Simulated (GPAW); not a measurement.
Runs of GPAW 26.7.0 on C. It takes space group Fd-3m (No. 227, cubic). Conventional cell: a = 3.567 Å, b = 3.567 Å, c = 3.567 Å, α = 90.00°, β = 90.00°, γ = 90.00°. C (site symmetry -43m) is surrounded by 4 C at 1.54 Å. This isn't the form of C at room conditions, which is graphite.

| exx fraction | gap on the mesh (eV) |
| --- | --- |
| 0.4 | 7.30 |
| 0.1 | (a) |
| 0.5 | 8.05 |
| 0.05 | 4.74 |
| 0.25 | (b) |

Alike in all rows: task hybrid scf; level r2SCAN-X; potentials or basis GPAW PAW data sets (gpaw-data 1.2.1), pw; no spin polarisation; cell as given; k mesh 5 × 5 × 5; cutoff (eV) 550; smearing fermi-dirac 0.001 eV; the mesh is coarse, so values aren't converged.

Fill in the values left out.

(a) 5.10; (b) 6.19.

Caveats: all runs use coarse meshes; the scaled meta-GGA exchange is a class typed in the script; an odd mesh through Γ misses points on the zone boundary, where band edges often lie.
